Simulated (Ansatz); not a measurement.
Crystal: Ti.

```
Ti
1.0
     0.00000    2.03000    2.03000
     2.03000    0.00000    2.03000
     2.03000    2.03000    0.00000
Ti
1
Direct
  0.00000 0.00000 0.00000
```

This isn't the form of Ti at room conditions, which is hcp.

- Program: Ansatz 0.2.0
- Task: relaxation of cell and atoms
- Functional: revPBE
- Potentials or basis: Ansatz PAW
- Cutoff: 420 eV (not typed: the program's choice for these potentials)
- k mesh: 11 × 11 × 11
- Occupations: fermi-dirac, width 0.05 eV
- Spin: no spin polarisation

At the start: volume 16.73 Å³/atom.

Q: How do energy, volume and symmetry change on relaxing?

A: It ends after 5 steps and the volume is 17.75 Å³/atom (+6.1 %); space group Fm-3m (No. 225, to 0.05 Å).

The path:
| step | energy change (eV) | largest force (eV/Å) | volume (Å³) |
| --- | --- | --- | --- |
| 1 | 0.0000 | 0.0000 | 16.73 |
| 2 | -0.0108 | 0.0000 | 18.50 |
| 3 | -0.0202 | 0.0000 | 17.80 |
| 4 | -0.0202 | 0.0000 | 17.75 |
| 5 | -0.0203 | 0.0000 | 17.75 |

Final structure:
```
Ti
1.0
     0.00000    2.07046    2.07046
     2.07046    0.00000    2.07046
     2.07046    2.07046    0.00000
Ti
1
Direct
  0.00000 0.00000 0.00000
```

Caveat: the plane-wave basis is chosen anew once the cell has moved, so the energies of steps on either side of that aren't comparable; the PAW data sets come from PBE, with cores solved anew for the run's functional, which leaves a small shift of forces and pressure.
